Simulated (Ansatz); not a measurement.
# PbF2 (fluorite): how the settings move a single-point run

Question: which choices in the input matter for PbF2 (fluorite)?

Method: reference: DFT PBE, spin-orbit coupling, plane waves, PAW, in Ansatz 0.2.0.

1 further run of the same task is left out (set aside as unsound or not needed).

### Step 1. The structure to begin with

Symmetry: Fm-3m, No. 225, cubic system. The conventional cell has a = 5.998 Å, b = 5.998 Å, c = 5.998 Å, α = 90.00°, β = 90.00°, γ = 90.00°. Pb (site symmetry m-3m) is surrounded by 8 F at 2.60 Å. Around F (site symmetry -43m) lie 4 Pb at 2.60 Å.

As a file:

```xyz
3
Lattice="0.0000 2.9990 2.9990 2.9990 0.0000 2.9990 2.9990 2.9990 0.0000" Properties=species:S:1:pos:R:3 pbc="T T T"
Pb    0.0000    0.0000    0.0000
F     1.4995    1.4995    1.4995
F     4.4985    4.4985    4.4985
```

### Step 2. The reference run

Contents of input.yaml:

```yaml
crystal:
  lattice:
    - [0.0, 2.9989697818, 2.9989697818]
    - [2.9989697818, 0.0, 2.9989697818]
    - [2.9989697818, 2.9989697818, 0.0]
  atoms:
    - { symbol: Pb, position: [0.0, 0.0, 0.0] }
    - { symbol: F, position: [0.25, 0.25, 0.25] }
    - { symbol: F, position: [0.75, 0.75, 0.75] }
basis:
  ecutwfc: 420
  ecutrho_ratio: 4
kpoints:
  mp_grid: { grid: [8, 8, 8] }
hamiltonian:
  xc: pbe
scf:
  occupations: { method: gaussian, width: 0.05 }
output:
  forces: true
  stress: true
  eigenvalues: true
  populations: true
magnetization:
  noncollinear: true
  spin_orbit: true
```

Launch:

```bash
$ ansatz run input.yaml --threads 4 --pin off --max-ram 7168MiB --backend cpu --events-out ev --progress --plain --runs-dir out
```

### Step 3. Changing settings: ecutwfc 700 eV, occupations.width 0.01, scf.algorithm density_mixing

input.yaml: that of step 2 with these lines changed.

```diff
@@ -10,3 +10,3 @@
 basis:
-  ecutwfc: 420
+  ecutwfc: "700 eV"
   ecutrho_ratio: 4
@@ -17,3 +17,4 @@
 scf:
-  occupations: { method: gaussian, width: 0.05 }
+  occupations: { method: gaussian, width: 0.01 }
+  algorithm: density_mixing
 output:
@@ -21,4 +22,2 @@
   stress: true
-  eigenvalues: true
-  populations: true
 magnetization:
```

### Step 4. Variant: xc pbesol

input.yaml: that of step 2 with these lines changed.

```diff
@@ -15,3 +15,3 @@
 hamiltonian:
-  xc: pbe
+  xc: pbesol
 scf:
@@ -21,4 +21,2 @@
   stress: true
-  eigenvalues: true
-  populations: true
 magnetization:
```

### Step 5. Variant: occupations.method methfessel_paxton, dr2_threshold 1.0e-09

input.yaml: that of step 2 with these lines changed.

```diff
@@ -17,3 +17,4 @@
 scf:
-  occupations: { method: gaussian, width: 0.05 }
+  occupations: { method: methfessel_paxton, width: 0.05 }
+  convergence: { dr2_threshold: 1.0e-09 }
 output:
@@ -21,4 +22,2 @@
   stress: true
-  eigenvalues: true
-  populations: true
 magnetization:
```

**Question.** What will these runs give? Wanted: for each run, ending; energy change; pressure; gap; force.

The runs gave:

| run | ending | energy change | pressure (GPa) | gap (eV) | force (eV/Å) | cycles | time |
| --- | --- | --- | --- | --- | --- | --- | --- |
| reference | converged | 0 | 0.0 | 4.04 | 0.00 | 7 | 2.9 s |
| 1: ecutwfc 700 eV, occupations.width 0.01, scf.algorithm density_mixing | converged | -3.9 meV/atom (σ→0) | 0.0 | 4.04 | 0.00 | 7 | 3.3 s |
| 2: xc pbesol | converged | not comparable | -3.5 | 3.94 | 0.00 | 7 | 2.2 s |
| 3: occupations.method methfessel_paxton, dr2_threshold 1.0e-09 | converged | 0.0 meV/atom (σ→0) | 0.0 | 4.04 | 0.00 | 8 | 2.1 s |

Residual by cycle in the longest SCF loop of each run; runs are numbered as in the table. The quantity is the density residual dr2, in eV.

```csv
cycle,reference,run 1,run 2,run 3
1,2.5,2.5,3.26,2.5
2,0.307,0.307,0.297,0.307
3,0.0754,0.0753,0.0801,0.0754
4,0.00676,0.00672,0.00616,0.00676
5,3.2e-5,3.2e-5,8.7e-5,3.2e-5
6,7.3e-7,9.0e-7,6.6e-7,7.3e-7
7,2.5e-8,2.5e-8,5.2e-8,2.4e-8
8,-,-,-,1.1e-10
```

What this shows: Of the converged runs whose energies compare with the reference's, «ecutwfc 700 eV, occupations.width 0.01, scf.algorithm density_mixing» moves the energy most (-3.9 meV/atom; its mixing changes the path alone) and «occupations.method methfessel_paxton, dr2_threshold 1.0e-09» least (0.0 meV/atom). The pressure spans -3.5 to 0.0 GPa over the reference and the converged variants. The gap spans 3.94 to 4.04 eV over the reference and the converged variants.

These are semilocal Kohn-Sham gaps, which aren't the measured quantity. Such gaps usually fall short of the measured ones.
